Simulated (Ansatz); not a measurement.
**Al2Au under changes of volume**

One of the cells (18.000 Å³/atom); the others are scaled copies at fixed shape and fractional positions:

```
Au Al
1.0
     0.00000    3.00000    3.00000
     3.00000    0.00000    3.00000
     3.00000    3.00000    0.00000
Au Al
1 2
Direct
  0.00000 0.00000 0.00000
  0.75000 0.75000 0.75000
  0.25000 0.25000 0.25000
```

| Item | Value |
| --- | --- |
| Program | Ansatz 0.2.0 |
| Functional | PBEsol |
| Potentials or basis | Ansatz PAW |
| Cutoff | 420 eV (not typed: the program's choice for these potentials) |
| k mesh | 8 × 8 × 8 |
| Occupations | fermi-dirac, width 0.05 eV |
| Spin | no spin polarisation |

```tsv
volume (Å³/atom)	energy over the lowest point (meV/atom)	pressure (GPa)
16.920	?	?
17.280	11.14	5.2
17.640	2.66	2.5
18.000	0.00	0.1
18.360	2.45	-2.1
18.720	9.45	-4.0
19.080	20.48	-5.7
```

Q: What does the run at 16.920 Å³/atom give?

A: Energy over the lowest point 26.13 meV/atom; pressure 8.3 GPa.

Worked out: A Birch-Murnaghan fit of order 3 (a polynomial in V^(-2/3)) to the other rows has its minimum at 18.00 Å³/atom with B0 = V·E''(V) = 114 GPa and B' = 5.1. It gives 26.16 meV/atom at 16.920 Å³/atom, against the run's 26.13, and -dE/dV = 8.3 GPa, against 8.3.

Energies are extrapolated to zero smearing.

Caveats: the PAW data sets come from PBE, with cores solved anew for the run's functional, which leaves a small shift of forces and pressure.
